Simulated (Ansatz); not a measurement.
Runs of Ansatz 0.2.0 on NiO. Symmetry: Fm-3m, No. 225, cubic system. Conventional cell: a = 4.172 Å, b = 4.172 Å, c = 4.172 Å, α = 90.00°, β = 90.00°, γ = 90.00°. Around Ni (site symmetry m-3m) lie 6 O at 2.09 Å. Around O (site symmetry m-3m) lie 6 Ni at 2.09 Å. 

| task | level | potentials or basis | spin | cell | k mesh | cutoff (eV) | smearing | basis error allowed | gap on the mesh (eV) | pressure (GPa) | moment (μB) | relaxed volume (Å³/atom) |
| --- | --- | --- | --- | --- | --- | --- | --- | --- | --- | --- | --- | --- |
| single point | PBE | all-electron LAPW, scalar-relativistic | collinear, ferromagnetic start | as given | 11 × 11 × 11 | 378 | gaussian 0.023 eV | 0.001 eV/atom | none | 6.6 | 1.82 | - |
| band structure | LDA | all-electron LAPW, scalar-relativistic | collinear, ferromagnetic start | as given | 11 × 11 × 11 | 378 | fermi-dirac 0.05 eV | 0.001 eV/atom | - | -19.8 | 0.30 | - |
| single point | PBEsol | all-electron LAPW, scalar-relativistic | off | as given | 11 × 11 × 11 | 378 | fermi-dirac 0.05 eV | 0.001 eV/atom | none | (c) | - | - |
| relaxation of cell and atoms | BLYP+D3(BJ) | all-electron LAPW, scalar-relativistic | collinear, ferromagnetic start | relaxed | 11 × 11 × 11 | - | fermi-dirac 0.05 eV | 0.001 eV/atom | - | 0.0 | 1.81 | (a) |
| single point | RPBE | all-electron LAPW, scalar-relativistic | collinear, ferromagnetic start | the cell as VASP's run set it | 11 × 11 × 11 | 378 | gaussian 0.1 eV | 0.001 eV/atom | none | 13.6 | 1.86 | - |
| relaxation of cell and atoms | RPBE+D3(BJ) | all-electron LAPW, scalar-relativistic | collinear, ferromagnetic start | relaxed | 11 × 11 × 11 | - | fermi-dirac 0.05 eV | 0.001 eV/atom | - | 0.0 | 1.85 | (b) |
| phonons | PBE | all-electron LAPW, scalar-relativistic | collinear, ferromagnetic start | as given | 8 × 8 × 8 | 404 | fermi-dirac 0.05 eV | 0.001 eV/atom | none | - | 1.83 | - |
| band structure | PBE | all-electron LAPW, scalar-relativistic | collinear, ferromagnetic start | as given | 11 × 11 × 11 | 378 | fermi-dirac 0.05 eV | 0.001 eV/atom | - | 6.3 | 1.78 | - |
| single point | PBE | all-electron LAPW, scalar-relativistic | collinear, ferromagnetic start | as given | 11 × 11 × 11 | 378 | gaussian 0.027 eV | 0.001 eV/atom | none | 6.6 | 1.82 | - |
| single point | PBE | all-electron LAPW, scalar-relativistic | collinear, ferromagnetic start | as given | 11 × 11 × 11 | 378 | gaussian 0.02 eV | 0.001 eV/atom | none | 6.6 | 1.82 | - |
| band structure | PBEsol | all-electron LAPW, non-relativistic | collinear, ferromagnetic start | as given | 11 × 11 × 11 | 378 | fermi-dirac 0.05 eV | 0.001 eV/atom | - | -5.8 | 1.41 | - |

Problem. Fill in the values left out.

Solution. (a) 9.37; (b) 9.02; (c) -11.7.

Caveats: a cell with one magnetic atom can't hold antiferromagnetic order, which such compounds often take (some runs); semilocal functionals often make such compounds metallic where correlation or magnetic order opens a gap, which also shifts bond lengths (some runs); the k mesh is thin for a metal, which can move the energy by tens of meV per atom (some runs); a metal's response needs a denser mesh (some runs).

A k mesh can miss the band edges.

A gap of «none» marks a metal or a gap under the smearing width.

Not every run made on this cell is shown here.
